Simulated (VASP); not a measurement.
# GaN in VASP: one cell, several levels of theory

Aim: gap, levels, forces and stress of GaN built on the zincblende prototype, under -1.0 % strain along z alone at fixed geometry. Runs: PBE, r2SCAN.

Code: VASP 6.6.1. PAW datasets, plane waves. The values are computed, spin-unpolarised, and not measurements.

### Step 1. Starting point

The cell comes from an earlier relaxation with r2SCAN in another program, then strained, with the atoms relaxed again.

Space group I-4m2 (No. 119), tetragonal; conventional cell a = 3.180 Å, c = 4.453 Å, 11.26 Å³ an atom. Near Ga stand 4 N at 1.94 Å; near N stand 4 Ga at 1.94 Å.

As a file:

Space group I-4m2 (No. 119). a = 3.180 Å, b = 3.180 Å, c = 4.453 Å, α = 90.00°, β = 90.00°, γ = 90.00°
```
atom  site  symmetry       x       y       z
  Ga    2a      -4m2  0.0000  0.0000  0.0000
   N    2c      -4m2  0.0000  0.5000  0.2500
```

### Step 2. PBE

Contents of INCAR:

```
ENCUT = 520.000000
SIGMA = 0.020000
EDIFF = 1.00e-07
GGA = PE
PREC = Accurate
IBRION = -1
ISIF = 2
ISMEAR = -1
NBANDS = 16
NELM = 120
NSW = 0
LASPH = .TRUE.
LCHARG = .FALSE.
LWAVE = .FALSE.
LREAL = .FALSE.
```

Contents of KPOINTS:

```
KPOINTS created by Atomic Simulation Environment
0
Gamma
10 10 10
0 0 0
```

Contents of KPOINTS_OPT:

```
special points
6
Reciprocal
0.0000000000 0.0000000000 0.0000000000 1
-0.5000000000 -0.5000000000 0.0000000000 1
-0.3750000000 -0.3750000000 0.2500000000 1
-0.3750000000 0.0000000000 0.3750000000 1
0.0000000000 0.0000000000 0.5000000000 1
-0.5000000000 -0.2500000000 0.2500000000 1
```

Contents of POSCAR:

```
Ga N
 1.0000000000000000
     0.0000000000000000    2.2489525411000000    2.2264630156999998
     2.2489525411000000    0.0000000000000000    2.2264630156999998
     2.2489525411000000    2.2489525411000000    0.0000000000000000
 Ga  N
   1   1
Cartesian
  0.0000000000000000  0.0000000000000000  0.0000000000000000
  1.1244762705500000  1.1244762705500000  1.1132315078499999
```

The run uses the recommended PBE PAW datasets (18 valence electrons a neutral cell).

On the command line:

```bash
$ mpirun -np 1 vasp_std
```

### Step 3. r2SCAN

Contents of INCAR:

```
ENCUT = 520.000000
SIGMA = 0.010000
EDIFF = 1.00e-07
ALGO = Normal
METAGGA = R2SCAN
PREC = Accurate
IBRION = -1
ISIF = 2
ISMEAR = 0
NBANDS = 16
NELM = 120
NSW = 0
LASPH = .TRUE.
LCHARG = .TRUE.
LELF = .TRUE.
LWAVE = .FALSE.
LREAL = .FALSE.
```

KPOINTS is that of step 2.

KPOINTS_OPT is that of step 2.

POSCAR is that of step 2.

Before running it: what results should come out? Wanted: for each run, gap; pressure.

The runs gave:

```
 level  gap (eV)  pressure (GPa)
   PBE      1.80            8.27
r2SCAN      2.20            3.15
```

**Reading.** The gap spans 1.80 eV (PBE) to 2.20 eV (r2SCAN). The pressure is highest with PBE (8.3 GPa) and lowest with r2SCAN (3.1 GPa), which orders the cells that they would relax to.
